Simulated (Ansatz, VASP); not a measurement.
One calculation of Rh, two programs

Contents of INCAR:

```
ALGO = Normal ; EDIFF = 1E-7
ENCUT = 520 ; GGA = RP
ISIF = 2 ; ISMEAR = -1
LASPH = T ; LCHARG = T
LELF = T ; LREAL = F
LVHAR = T ; LWAVE = F
NBANDS = 14 ; NELM = 100
PREC = Accurate ; SIGMA = 0.1
```

The input KPOINTS:

```
k-points
0
Gamma
  16 16 16
```

POSCAR

```
Rh
1.0
   -1.5864975623      1.5864975623      1.5864975623
    1.5864975623     -1.5864975623      1.5864975623
    1.5864975623      1.5864975623     -1.5864975623
Rh
1
Direct
    0.0000000000      0.0000000000      0.0000000000
```

Input for Ansatz:

```yaml
crystal:
  lattice:
    - [-1.5864975623, 1.5864975623, 1.5864975623]
    - [1.5864975623, -1.5864975623, 1.5864975623]
    - [1.5864975623, 1.5864975623, -1.5864975623]
  atoms:
    - { symbol: Rh, position: [0.0, 0.0, 0.0] }
hamiltonian:
  xc: rpbe
  pseudopotentials:
    kind: paw
    azcp:
      Rh: "pseudopotentials/Rh.paw.azcp"
basis:
  ecutwfc: 420
  fft_grid_basis: typed
kpoints:
  mp_grid: { grid: [16, 16, 16], shift: [0, 0, 0] }
magnetization:
  spin_polarized: false
scf:
  occupations: { method: fermi_dirac, width: 0.1 }
  lower_state_search: "off"
output:
  stress: true
```

Alike in both runs: task single point; functional RPBE; k mesh 16 × 16 × 16; occupations fermi-dirac, width 0.1 eV; no spin polarisation.

|  | VASP | Ansatz |
| --- | --- | --- |
| version | VASP 6.6.1 | Ansatz 0.2.0 |
| potentials or method | VASP PAW PBE potentials, release 64 (Rh_pv) | plane waves (420 eV) with PAW, scalar-relativistic |
| plane-wave cutoff (eV) | 520 | 420 |
| valence electrons in the cell | 15 | 17 |

VASP gave:

| Quantity | Value |
| --- | --- |
| pressure (GPa) | -13.3 |

**Question.** What did Ansatz give for the same quantities?

**Answer.** Pressure (GPa): -13.4.

The two sets of potentials don't hold the same shells in valence.

Caveats: the PAW data sets were made with another functional, which shifts forces and pressure a little (VASP).
